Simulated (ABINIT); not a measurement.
**GaS: equation of state with PBE**

GaS:

```
CELL_PARAMETERS angstrom
3.58500 0.00000 0.00000
-1.79250 3.10470 0.00000
0.00000 0.00000 15.50000
ATOMIC_POSITIONS crystal
Ga 0.66667 0.33333 0.83000
Ga 0.33333 0.66667 0.33000
Ga 0.66667 0.33333 0.67000
Ga 0.33333 0.66667 0.17000
S 0.66667 0.33333 0.40000
S 0.33333 0.66667 0.90000
S 0.66667 0.33333 0.10000
S 0.33333 0.66667 0.60000
```

```
Program             : ABINIT 10.8.3 (patched build)
Task                : equation of state
Functional          : PBE
Potentials or basis : JTH PAW PBE v2.0
Cutoff              : 544 eV
k mesh              : 9 × 9 × 2
Occupations         : fermi-dirac, width 0.05 eV
Spin                : no spin polarisation
Fine-grid cutoff    : 1088.46 eV
```

- Equilibrium volume: 22.28 Å³/atom
- Bulk modulus at fixed shape and positions: 63 GPa
- Pressure derivative of the bulk modulus: 4.5

Energy against volume, from the lowest point:
| volume (Å³/atom) | energy (meV/atom) |
| --- | --- |
| 20.271 | 42.32 |
| 20.702 | 24.99 |
| 21.134 | 12.58 |
| 21.565 | 4.56 |
| 21.996 | 0.50 |
| 22.428 | 0.00 |
| 22.859 | 2.67 |

Wall time 29 min on 1 thread of Arm Neoverse V2 (shared host), peak memory 0.34 GiB.

Caveat: pressures at fixed basis lie under the slope of the energies; the cell was scaled at fixed shape and fractional positions, which overstates the stiffness of a crystal with free parameters, most of all of layers and chains; this functional lacks dispersion, which binds the layers, so the pressure and a relaxed spacing across them are unreliable.
